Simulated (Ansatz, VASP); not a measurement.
**One calculation of Al, two programs**

```xyz
1
Lattice="-1.5732 1.5732 1.5732 1.5732 -1.5732 1.5732 1.5732 1.5732 -1.5732" Properties=species:S:1:pos:R:3 pbc="T T T"
Al    0.0000    0.0000    0.0000
```

Alike in both runs: task single point; functional PBE; k mesh 22 × 22 × 22; occupations gaussian, width 0.15 eV; no spin polarisation.

|  | VASP | Ansatz |
| --- | --- | --- |
| version | VASP 6.6.1 | Ansatz 0.2.0 |
| potentials or method | VASP PAW PBE potentials, release 64 (Al) | scalar-relativistic, plane waves, PAW |
| plane-wave cutoff (eV) | 520 | 420 |
| valence electrons in the cell | 3 | 3 |

```tsv
	VASP	Ansatz	Ansatz less VASP
gap on the k mesh at the Fermi level (eV)	none	none	-
pressure (GPa)	6.9	6.9	+0.01
```

A gap of «none» marks a metal or a gap that the smearing closes. With one functional, cell and mesh, what is left measures potentials, basis and numerics.
